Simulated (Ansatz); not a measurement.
Runs of Ansatz 0.2.0 on Li. Symmetry: Fm-3m, No. 225, cubic system. The conventional cell has a = 4.404 Å, b = 4.404 Å, c = 4.404 Å, α = 90.00°, β = 90.00°, γ = 90.00°. Li (site symmetry m-3m) has 12 Li at 3.11 Å as nearest neighbours. This isn't the form of Li at room conditions, which is bcc.

| level | cutoff (eV) | gap on the mesh (eV) | pressure (GPa) | relaxed volume (Å³/atom) |
| --- | --- | --- | --- | --- |
| PBE | 420 | none | 0.0 | 20.18 |
| r2SCAN | 500 | none | 0.0 | (a) |
| PBEsol | 420 | none | 0.0 | 20.16 |
| LDA | 420 | none | 0.0 | (b) |
| revPBE | 420 | none | 0.0 | 21.12 |
| BLYP | 420 | none | 0.0 | 19.95 |
| RPBE | 420 | none | 0.0 | 21.04 |

Alike in all rows: task relaxation of cell and atoms; potentials or basis Ansatz PAW; no spin polarisation; cell relaxed; k mesh 10 × 10 × 10; smearing fermi-dirac 0.05 eV.

Fill in the values left out.

(a) 20.99; (b) 18.94.

Caveats: the plane-wave basis is chosen anew once the cell has moved, so the energies of steps on either side of that aren't comparable; the potentials were made for another functional, which shifts forces and pressure (some runs); the PAW data sets were made with another functional, which shifts forces and pressure a little (some runs).

A gap of «none» marks a metal or a gap under the smearing width.
